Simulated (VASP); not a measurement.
Set up this calculation in VASP 6.6.1, as the native input.

| Item | Value |
| --- | --- |
| Task | relaxation of cell and atoms |
| Functional | PBEsol |
| Potentials or basis | VASP PAW PBE potentials, release 64 (Ge_d, Si) |
| Cutoff | 600 eV |
| k mesh | 6 × 6 × 4 |
| Occupations | gaussian, width 0.02 eV |
| Spin | no spin polarisation |
| Further INCAR settings | ALGO = Normal; EDIFF = 1e-07; IBRION = 2; EDIFFG = -0.005; NSW = 90; ISIF = 3 |

The structure of SiGe lies in POSCAR:

```
SiGe
1.0
    0.0000000000      2.7722500000      2.7722500000
    2.7722500000      0.0000000000      2.7722500000
    5.5445000000      5.5445000000      0.0000000000
Ge Si
2 2
Direct
    0.0000000000      0.0000000000      0.0000000000
    0.2500000000      0.2500000000      0.1250000000
    0.0000000000      0.0000000000      0.5000000000
    0.2500000000      0.2500000000      0.6250000000
```

The cell comes from a database or a generator and needn't be the stable form of this composition.

One way to write it, as run:

INCAR

```
SYSTEM = SiGe
PREC = Accurate
ENCUT = 600
EDIFF = 1E-7
ISMEAR = 0
SIGMA = 0.02
LREAL = .FALSE.
LASPH = .TRUE.
NELM = 100
ALGO = Normal
ISIF = 3
LWAVE = .FALSE.
LCHARG = .FALSE.
GGA = PS
IBRION = 2
NSW = 90
EDIFFG = -0.005
```

KPOINTS

```
regular mesh
0
G
  6 6 4
  0 0 0
```

Potentials or basis: VASP PAW PBE potentials, release 64 (Ge_d, Si).

Launch:

```bash
$ cat potpaw_PBE.64/Ge_d/POTCAR potpaw_PBE.64/Si/POTCAR > POTCAR
$ mpirun -np 1 vasp_std > vasp.out
```

Results of the run:

```json
{"Relaxed volume": "21.31 Å³/atom", "Relaxed cell": "a = 3.924 Å, b = 3.924 Å, c = 7.836 Å, α = 59.95°, β = 59.95°, γ = 60.00°", "Space group after relaxing (to 0.05 Å)": "R-3m (No. 166)", "Energy gained by relaxing": "5.5 meV/atom", "Ionic steps": "8", "Pressure after relaxing": "0.0 GPa", "Largest force after relaxing": "0.003 eV/Å", "Band gap on the k mesh": "0.45 eV, direct"}
```

Caveat: the PAW data sets were made with another functional, which shifts forces and pressure a little.

Wall time 4.2 min on 1 thread of Intel(R) Xeon(R) Platinum 8488C (Sapphire Rapids), on a shared host, peak memory 0.29 GiB.
